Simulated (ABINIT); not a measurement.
# WC (Qusongite) (P-6m2) in ABINIT: reference runs

Reference runs on WC (Qusongite): the cell as given and a disturbed copy.

All numbers are computed with ABINIT 10.8.3 (patched build); they aren't measurements. Logs are shortened: lines on timing, memory, paths and dates and some standing lists are left out, and cuts for length are marked. The log counts tension as positive stress, the text compression.

## (1) The structure

It takes space group P-6m2 (No. 187, hexagonal). The conventional cell has a = 2.907 Å, b = 2.907 Å, c = 2.837 Å, α = 90.00°, β = 90.00°, γ = 120.00°. Around W (site symmetry -6m2) lie 6 C at 2.20 Å. C (site symmetry -6m2) has 6 W at 2.20 Å as nearest neighbours.

## (2) Single point, PBEsol

Input file run.abi:

```
# Pseudopotentials
pp_dirpath "./"
pseudos "W.upf, C.upf"

# Structure
acell 3*1.0 Angstrom
rprim
     2.9065000000     0.0000000000     0.0000000000
    -1.4532500000     2.5171028361     0.0000000000
     0.0000000000     0.0000000000     2.8366000000
ntypat 2
znucl 74 6
natom 2
typat 1 2
xred
     0.0000000000     0.0000000000     0.0000000000
     0.6666666667     0.3333333333     0.5000000000

# Plane-wave basis
ecut 41.0

# k points
kptopt 1
ngkpt 10 10 9
nshiftk 1
shiftk 0.0 0.0 0.0

# Exchange and correlation
ixc -116133

# Bands and occupations
nband 13
occopt 3
tsmear 0.00183747

# SCF cycle
nstep 100
tolvrs 1.0e-10

# Output
iomode 3
prtwf 0
prteig 0
prtebands 0
enunit 2
prtden 1
prtvha 1
prtvclmb 1
prtpot 1
prtelf 1
```

Potentials or basis: PseudoDojo NC SR PBEsol v0.4.1 standard.

Started as:

```sh
> abinit run.abi > log 2>&1
```

run.abo:

```text
.Version 10.8.3 of ABINIT
 Symmetries : space group P-6 m 2 (#187); Bravais hP (primitive hexag.)
================================================================================
 Values of the parameters that define the memory need of the present run
     intxc =       0    ionmov =       0      iscf =       7    lmnmax =       8
     lnmax =       8     mgfft =      32  mpssoang =       4    mqgrid =    3001
     natom =       2  nloc_mem =       1    nspden =       1   nspinor =       1
    nsppol =       1      nsym =      12    n1xccc =    2501    ntypat =       2
    occopt =       3   xclevel =       2
       mpw =        1776          nfft =       32768          nkpt =          70
================================================================================
================================================================================

--------------------------------------------------------------------------------
------------- Echo of variables that govern the present computation ------------
--------------------------------------------------------------------------------
 -outvars: echo values of preprocessed input variables --------
            acell      1.8897261259E+00  1.8897261259E+00  1.8897261259E+00 Bohr
              amu      1.83850000E+02  1.20110000E+01
             ecut      4.10000000E+01 Hartree
           enunit           2
                       outvar_i_n : Printing only first  50 k-points.
              ixc     -116133
                       outvar_i_n : Printing only first  50 k-points.
         kptrlatt       10    0    0      0   10    0      0    0    9
          kptrlen      4.82435742E+01
            natom           2
            nband          13
            ngfft          32      32      32
             nkpt          70
            nstep         100
             nsym          12
           ntypat           2
                       prtocc : prtvol=0, do not print more k-points.
           occopt           3
        prtebands           0
           prteig           0
           prtelf           1
           prtpot           1
         prtvclmb           1
           prtvha           1
            prtwf           0
            rprim      2.9065000000E+00  0.0000000000E+00  0.0000000000E+00
                      -1.4532500000E+00  2.5171028361E+00  0.0000000000E+00
                       0.0000000000E+00  0.0000000000E+00  2.8366000000E+00
          spgroup         187
           tolvrs      1.00000000E-10
           tsmear      1.83747000E-03 Hartree
            typat      1  2
                       outvars : Printing only first  50 k-points.
           xangst      0.0000000000E+00  0.0000000000E+00  0.0000000000E+00
                       1.4532500000E+00  8.3903427870E-01  1.4183000000E+00
            xcart      0.0000000000E+00  0.0000000000E+00  0.0000000000E+00
                       2.7462444925E+00  1.5855449970E+00  2.6801985644E+00
             xred      0.0000000000E+00  0.0000000000E+00  0.0000000000E+00
                       6.6666666667E-01  3.3333333333E-01  5.0000000000E-01
            znucl       74.00000    6.00000

================================================================================

 chkinp: Checking input parameters for consistency.

================================================================================
== DATASET  1 ==================================================================

--- !DatasetInfo
iteration_state: {dtset: 1, }
dimensions: {natom: 2, nkpt: 70, mband: 13, nsppol: 1, nspinor: 1, nspden: 1, mpw: 1776, }
cutoff_energies: {ecut:  41.0, pawecutdg:  -1.0, }
electrons: {nelect:   1.80000000E+01, charge:   0.00000000E+00, occopt:   3.00000000E+00, tsmear:   1.83747000E-03, }
meta: {optdriver: 0, ionmov: 0, optcell: 0, iscf: 7, paral_kgb: 0, }
...

 Real(R)+Recip(G) space primitive vectors, cartesian coordinates (Bohr,Bohr^-1):
 R(1)=  5.4924890  0.0000000  0.0000000  G(1)=  0.1820668  0.1051163  0.0000000
 R(2)= -2.7462445  4.7566350  0.0000000  G(2)=  0.0000000  0.2102327  0.0000000
 R(3)=  0.0000000  0.0000000  5.3603971  G(3)=  0.0000000  0.0000000  0.1865533
 Unit cell volume ucvol=  1.4004448E+02 bohr^3
 Angles (23,13,12)=  9.00000000E+01  9.00000000E+01  1.20000000E+02 degrees

 getcut: wavevector=  0.0000  0.0000  0.0000  ngfft=  32  32  32
         ecut(hartree)=     41.000   => boxcut(ratio)=   2.02127

--- Pseudopotential description ------------------------------------------------
- pspini: atom type   1  psp file is ./W.upf
12 -116133 3 -1 1396                          pspcod,pspxc,lmax,lloc,mmax
     nproj     2     2     2     2

- pspini: atom type   2  psp file is ./C.upf
12 -116133 1 -1 1248                          pspcod,pspxc,lmax,lloc,mmax
     nproj     2     2     0     0

   2.85529726E+02                                ecore*ucvol(ha*bohr**3)
--------------------------------------------------------------------------------

================================================================================

--- !BeginCycle
iteration_state: {dtset: 1, }
solver: {iscf: 7, nstep: 100, nline: 4, wfoptalg: 0, }
tolerances: {tolvrs: 1.00E-10, }
...

     iter   Etot(hartree)      deltaE(h)  residm     vres2
 ETOT  1  -81.701288526313    -8.170E+01 4.433E-01 5.605E+02
 ETOT  2  -81.628111836028     7.318E-02 1.164E-01 9.664E+02
 ETOT  3  -81.853929378244    -2.258E-01 1.252E-02 7.444E-01
 ETOT  4  -81.854176436646    -2.471E-04 1.136E-02 7.053E-02
 ETOT  5  -81.854182141832    -5.705E-06 1.030E-02 2.858E-02
 ETOT  6  -81.854188074770    -5.933E-06 1.198E-02 2.321E-03
 ETOT  7  -81.854188635032    -5.603E-07 2.803E-03 2.896E-06
 ETOT  8  -81.854188635611    -5.797E-10 2.556E-03 1.953E-08
 ETOT  9  -81.854188635611    -4.263E-14 7.703E-04 1.638E-08
 ETOT 10  -81.854188635616    -4.547E-12 9.238E-04 6.507E-11

 At SCF step   10       vres2   =  6.51E-11 < tolvrs=  1.00E-10 =>converged.

 Compute ELF
--------------------------------------------------------------------------------

 Compute kinetic energy density

 Compute gradient of the electron density
 Electron Localization Function (ELF) [min:0;max:1]
)     Maximum=    8.3681E-01  at reduced coord.    0.0000    0.0000    0.8125
)     Minimum=    2.3361E-05  at reduced coord.    0.6563    0.3125    0.5000
   Integrated=    5.7685E+01

--------------------------------------------------------------------------------
 End of ELF section

 Cartesian components of stress tensor (hartree/bohr^3)
  sigma(1 1)=  9.16328616E-05  sigma(3 2)=  0.00000000E+00
  sigma(2 2)=  9.16328616E-05  sigma(3 1)=  0.00000000E+00
  sigma(3 3)=  1.35416832E-04  sigma(2 1)=  0.00000000E+00

--- !ResultsGS
iteration_state: {dtset: 1, }
comment   : Summary of ground state results
lattice_vectors:
- [  5.4924890,   0.0000000,   0.0000000, ]
- [ -2.7462445,   4.7566350,   0.0000000, ]
- [  0.0000000,   0.0000000,   5.3603971, ]
lattice_lengths: [   5.49249,    5.49249,    5.36040, ]
lattice_angles: [ 90.000,  90.000, 120.000, ] # degrees, (23, 13, 12)
lattice_volume:   1.4004448E+02
convergence: {deltae: -4.547E-12, res2:  6.507E-11, residm:  9.238E-04, diffor: null, }
etotal    :  -8.18541886E+01
entropy   :   0.00000000E+00
fermie    :   6.36058926E-01
cartesian_stress_tensor: # hartree/bohr^3
- [  9.16328616E-05,   0.00000000E+00,   0.00000000E+00, ]
- [  0.00000000E+00,   9.16328616E-05,   0.00000000E+00, ]
- [  0.00000000E+00,   0.00000000E+00,   1.35416832E-04, ]
pressure_GPa:  -3.1253E+00
xred      :
- [  0.0000E+00,   0.0000E+00,   0.0000E+00,  W]
- [  6.6667E-01,   3.3333E-01,   5.0000E-01,  C]
cartesian_forces: # hartree/bohr
- [ -3.06400845E-30,  -1.76900610E-30,  -0.00000000E+00, ]
- [  3.06400845E-30,   1.76900610E-30,  -0.00000000E+00, ]
force_length_stats: {min:   3.53801220E-30, max:   3.53801220E-30, mean:   3.53801220E-30, }
...

 Integrated electronic density in atomic spheres:
 ------------------------------------------------
 Atom  Sphere_radius  Integrated_density
    1        2.00000         10.17330476
    2        2.00000          4.07049967
================================================================================

 ----iterations are completed or convergence reached----

 Mean square residual over all n,k,spin=   25.731E-07; max=  92.382E-05
 reduced coordinates (array xred) for    2 atoms
       0.000000000000      0.000000000000      0.000000000000
       0.666666666667      0.333333333333      0.500000000000
 rms dE/dt=  1.3741E-29; max dE/dt=  0.0000E+00; dE/dt below (all hartree)
    1       0.000000000000      0.000000000000      0.000000000000
    2      -0.000000000000      0.000000000000      0.000000000000

 cartesian coordinates (angstrom) at end:
    1      0.00000000000000     0.00000000000000     0.00000000000000
    2      1.45325000000000     0.83903427870000     1.41830000000000

 cartesian forces (hartree/bohr) at end:
    1     -0.00000000000000    -0.00000000000000    -0.00000000000000
    2      0.00000000000000     0.00000000000000    -0.00000000000000
 frms,max,avg= 2.0426723E-30 3.0640084E-30   0.000E+00  0.000E+00  0.000E+00 h/b

 cartesian forces (eV/Angstrom) at end:
    1     -0.00000000000000    -0.00000000000000    -0.00000000000000
    2      0.00000000000000     0.00000000000000    -0.00000000000000
 frms,max,avg= 1.0503843E-28 1.5755765E-28   0.000E+00  0.000E+00  0.000E+00 e/A
 length scales=  1.889726125908  1.889726125908  1.889726125908 bohr
              =  1.000000000000  1.000000000000  1.000000000000 angstroms
 Fermi (or HOMO) energy (hartree) =   0.63606   Average Vxc (hartree)=  -0.52661
 Eigenvalues (hartree) for nkpt=  70  k points:
 kpt#   1, nband= 13, wtk=  0.00111, kpt=  0.0000  0.0000  0.0000 (reduced coord)
  -2.08151   -0.75808   -0.75401   -0.75401    0.10568    0.47731    0.51363    0.51363
   0.63998    0.75471    0.75471    0.84337    0.84346
      occupation numbers for kpt#   1
   2.00000    2.00000    2.00000    2.00000    2.00000    2.00000    2.00000    2.00000
   0.21117    0.00000    0.00000    0.00000    0.00000
 prteigrs : prtvol=0 or 1, do not print more k-points.

 Fermi (or HOMO) energy (eV) =  17.30805   Average Vxc (eV)= -14.32978
 Eigenvalues (   eV  ) for nkpt=  70  k points:
 kpt#   1, nband= 13, wtk=  0.00111, kpt=  0.0000  0.0000  0.0000 (reduced coord)
 -56.64072  -20.62832  -20.51773  -20.51773    2.87561   12.98833   13.97650   13.97650
  17.41488   20.53661   20.53661   22.94916   22.95164
 prteigrs : prtvol=0 or 1, do not print more k-points.

--- !EnergyTerms
iteration_state     : {dtset: 1, }
comment             : Components of total free energy in Hartree
kinetic             :  2.43815589866586E+01
hartree             :  8.73360481521044E+00
xc                  : -1.86220348656188E+01
Ewald energy        : -6.60113242821039E+01
psp_core            :  2.03885031288923E+00
local_psp           : -4.48140151687248E+01
non_local_psp       :  1.24392379691022E+01
internal            : -8.18541222325871E+01
'-kT*entropy'       : -6.64030288338147E-05
total_energy        : -8.18541886356159E+01
total_energy_eV     : -2.22736594281513E+03
band_energy         : -4.31068062263808E+00
...

 Cartesian components of stress tensor (hartree/bohr^3)
  sigma(1 1)=  9.16328616E-05  sigma(3 2)=  0.00000000E+00
  sigma(2 2)=  9.16328616E-05  sigma(3 1)=  0.00000000E+00
  sigma(3 3)=  1.35416832E-04  sigma(2 1)=  0.00000000E+00

-Cartesian components of stress tensor (GPa)         [Pressure= -3.1253E+00 GPa]
- sigma(1 1)=  2.69593186E+00  sigma(3 2)=  0.00000000E+00
- sigma(2 2)=  2.69593186E+00  sigma(3 1)=  0.00000000E+00
- sigma(3 3)=  3.98410076E+00  sigma(2 1)=  0.00000000E+00

== END DATASET(S) ==============================================================
================================================================================

 -outvars: echo values of variables after computation  --------
            acell      1.8897261259E+00  1.8897261259E+00  1.8897261259E+00 Bohr
           etotal     -8.1854188636E+01
            fcart     -3.0640084470E-30 -1.7690061017E-30 -0.0000000000E+00
                       3.0640084470E-30  1.7690061017E-30 -0.0000000000E+00
            rprim      2.9065000000E+00  0.0000000000E+00  0.0000000000E+00
                      -1.4532500000E+00  2.5171028361E+00  0.0000000000E+00
                       0.0000000000E+00  0.0000000000E+00  2.8366000000E+00
           strten      9.1632861585E-05  9.1632861579E-05  1.3541683234E-04
                       0.0000000000E+00  0.0000000000E+00  0.0000000000E+00
           xangst      0.0000000000E+00  0.0000000000E+00  0.0000000000E+00
                       1.4532500000E+00  8.3903427870E-01  1.4183000000E+00
             xred      0.0000000000E+00  0.0000000000E+00  0.0000000000E+00
                       6.6666666667E-01  3.3333333333E-01  5.0000000000E-01
 Calculation completed.
```

It took 1.8 min on 1 thread of Intel Xeon at 2.50GHz (Skylake/Cascade Lake), shared host; peak memory 0.08 GiB.

Results:

| Property | Result |
| --- | --- |
| Free energy | -2227.3659 eV |
| Pressure | -3.1 GPa |
| Band gap on the k mesh | none (metal or under the smearing width) |
| Valence electrons inside the program's atomic spheres | W 10.17; C 4.07 |

(Continued in part 2 of 2.)
